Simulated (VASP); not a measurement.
ZnSe:

```
Zn Se
1.0
     0.00000    2.82024    2.82024
     2.82024    0.00000    2.82024
     2.82024    2.82024    0.00000
Zn Se
1 1
Direct
  0.00000 0.00000 0.00000
  0.25000 0.25000 0.25000
```

The cell is a database's computed one.

Base run:

```yaml
Program: VASP 6.6.1
Functional: PBEsol
Potentials_or_basis: VASP PAW PBE potentials, release 64 (Zn, Se)
Cutoff: 900 eV
k_mesh: 8 × 8 × 8
Occupations: gaussian, width 0.02 eV
Spin: no spin polarisation
```

Its results: band gap on the k mesh 1.23 eV, direct; pressure 0.0 GPa.

**Question.** The run is repeated on the same cell with these changes: functional from PBEsol to r2SCAN; cutoff from 900 eV to 520 eV. What comes out?

**Answer.** Band gap on the k mesh 1.93 eV, direct; pressure 1.0 GPa.

r2SCAN gives the wider gap, since meta-GGAs in the generalised Kohn-Sham scheme recover part of the derivative discontinuity.

Caveats: the PAW data sets were made with another functional, which shifts forces and pressure a little.

